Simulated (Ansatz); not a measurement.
# MgB2: the cost of one run

Computed with Ansatz 0.2.0 (DFT PBEsol, scalar-relativistic, plane waves, PAW, unless a step's input says otherwise).

1 further run of the same task is left out (set aside as unsound or not needed).

## (1) Starting point

The structure is hexagonal, space group P6/mmm (No. 191). The conventional cell has a = 3.065 Å, b = 3.065 Å, c = 3.495 Å, α = 90.00°, β = 90.00°, γ = 120.00°. Mg (site symmetry 6/mmm) is surrounded by 12 B at 2.49 Å. Around B (site symmetry -6m2) lie 3 B at 1.77 Å and 6 Mg at 2.49 Å.

Structure file:

```
Mg B
1.0
     3.06475    0.00000    0.00000
    -1.53237    2.65415    0.00000
     0.00000    0.00000    3.49501
Mg B
1 2
Cartesian
  0.0000 0.0000 0.0000
  0.0000 1.7694 1.7475
  1.5324 0.8847 1.7475
```

This cell was relaxed beforehand with the same method: volume 9.48 Å³/atom, gap on the mesh none (metal).

## (2) Static run: bands, density of states and charges

input.yaml

```yaml
crystal:
  lattice:
    - [3.0647459415, 0.0, 0.0]
    - [-1.5323729708, 2.6541478415, 0.0]
    - [0.0, 0.0, 3.4950068831]
  atoms:
    - { symbol: Mg, position: [0.0, 0.0, 0.0] }
    - { symbol: B, position: [0.3333333333, 0.6666666667, 0.5] }
    - { symbol: B, position: [0.6666666667, 0.3333333333, 0.5] }
basis:
  ecutwfc: 420
kpoints:
  mp_grid: { grid: [18, 18, 12] }
  band_path:
    path:
      - [[0.0, 0.0, 0.0], [0.5, 0.0, 0.0], [0.33333333, 0.33333333, 0.0], [0.0, 0.0, 0.0], [0.0, 0.0, 0.5], [0.5, 0.0, 0.5], [0.33333333, 0.33333333, 0.5], [0.0, 0.0, 0.5]]
      - [[0.5, 0.0, 0.5], [0.5, 0.0, 0.0]]
      - [[0.33333333, 0.33333333, 0.5], [0.33333333, 0.33333333, 0.0]]
    npoints: 14
hamiltonian:
  xc: pbesol
scf:
  occupations: { method: gaussian, width: 0.1 }
  n_extra_bands: 7
output:
  forces: true
  stress: true
  eigenvalues: true
  populations: true
  dos: { projected: true, de: 0.02, nscf_kmesh: { grid: [27, 27, 18] } }
  bader: true
  write_density: true
  write_potential: true
  elf: true
  volumetric_format: npy
```

Launch:

```
$ ansatz run input.yaml --threads 1 --pin off --max-ram 2560MiB --backend cpu --events-out ev --progress --plain --runs-dir out
```

What time and memory should one allow on 1 thread of Arm Neoverse V1, shared host?

About 34 s, with a peak of 0.42 GiB.
